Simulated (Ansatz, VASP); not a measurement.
**BN: VASP beside Ansatz**

```xyz
4
Lattice="-1.7903 1.7903 0.0000 0.0000 0.0000 3.5806 1.7903 1.7903 0.0000" Properties=species:S:1:pos:R:3 pbc="T T T"
B     0.0000    0.0000    0.0000
B     0.0000    1.7903    1.7903
N     0.8952    0.8952    0.8952
N    -0.8952    0.8952    2.6855
```

Alike in both runs: task single point; functional LDA; k mesh 10 × 7 × 10; occupations fermi-dirac, width 0.02 eV; no spin polarisation.

|  | VASP | Ansatz |
| --- | --- | --- |
| version | VASP 6.6.1 | Ansatz 0.2.0 |
| potentials or method | VASP PAW LDA potentials, release 64 (B, N) | PAW with Ansatz's default frozen-core files, scalar-relativistic |
| plane-wave cutoff (eV) | 520 | 420 |
| valence electrons in the cell | 16 | 16 |

Ansatz gave:

| Property | Result |
| --- | --- |
| gap on the k mesh at the Fermi level (eV) | 4.39 |
| pressure (GPa) | 0.0 |

**Question.** What did VASP give for the same quantities?

**Answer.** gap on the k mesh at the Fermi level (eV): 4.38; pressure (GPa): 1.0.

Caveats: an odd mesh through Γ misses points on the zone boundary, where band edges often lie.
